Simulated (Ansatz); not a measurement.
## MgF2: do energies and stresses tell the same story?

The calculation used Ansatz 0.2.0, DFT PBE, scalar-relativistic, plane waves, PAW.

Cutoff 420 eV; k points 6×6×8 on the computed 6-atom cell (Γ-centred); Gaussian smearing, width 0.02 eV; no spin polarisation.

Relaxed cell: P4_2/mnm, a = 4.698 Å, b = 4.698 Å, c = 3.093 Å, α = 90.00°, β = 90.00°, γ = 90.00°, 6 atoms in the primitive cell.

Energies at zero smearing and pressures from the stress tensor, at volumes with shape and atoms relaxed:
```tsv
V (Å³/atom)	E − E(first) (meV/atom)	P (GPa)
10.693	0.00	6.50
11.035	-10.01	2.99
11.376	-13.16	0.02
11.717	-10.46	-2.49
12.059	-2.85	-4.60
```

**Question.** Check P = −dE/dV between neighbouring volumes, and get the bulk modulus from the pressures alone.

**Answer.** With 1 eV/Å³ = 160.2 GPa:
```csv
middle V (Å³/atom),−ΔE/ΔV (GPa),mean P (GPa)
10.864,4.697,4.749
11.205,1.481,1.507
11.547,-1.267,-1.237
11.888,-3.572,-3.546
```

The two differ by 0.05 GPa at most. The mean of two end pressures misses the average over a step by about ΔV² P″/12, up to 0.05 GPa here; with that taken off 0.02 GPa remains. Around V = 11.376 Å³/atom, the two neighbours give B = −V ΔP/ΔV = 11.376 × 5.49 / 0.683 = 91.5 GPa, against B0 = 90.7 GPa from the Birch–Murnaghan fit of the energies.